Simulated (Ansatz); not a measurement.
A run of Ansatz 0.2.0 is set up as follows.

The input input.yaml:

```yaml
crystal:
  lattice:
    - [3.9535769233, 0.0, 0.0]
    - [-1.9767884617, 3.4238980514, 0.0]
    - [0.0, 0.0, 6.34252886]
  atoms:
    - { symbol: Mn, position: [0.6666666667, 0.3333333333, 0.49884467], spin: 2.0 }
    - { symbol: Mn, position: [0.3333333333, 0.6666666667, 0.99884467], spin: 2.0 }
    - { symbol: S, position: [0.3333333333, 0.6666666667, 0.6261543] }
    - { symbol: S, position: [0.6666666667, 0.3333333333, 0.1261543] }
hamiltonian:
  xc: pbe
  pseudopotentials: { kind: paw }
magnetization:
  spin_polarized: true
  initial_magnetization: 4.0
  spin_locking: { lock_magnetization: hard }
kpoints:
  mp_grid: { grid: [7, 7, 4] }
scf:
  occupations: { method: fermi_dirac, width: 0.05 }
  lower_state_search: "off"
output:
  forces: true
  stress: true
  eigenvalues: true
```

Potentials or basis: Ansatz PAW.

Run with:

```console
$ ansatz run input.yaml --threads 2 --pin off --max-ram 5632MiB --backend cpu --events-out ev --progress --plain --runs-dir out
```

(1) What does it give for the pressure?

(2) Predict the largest force.

Answers

(1) -15.7 GPa.

(2) 0.014 eV/Å.

Caveat: the total moment is fixed, so each spin has its own Fermi level; only a ferromagnetic start was run, and an antiferromagnetic order may lie lower in energy; the thresholds are loose for stress.
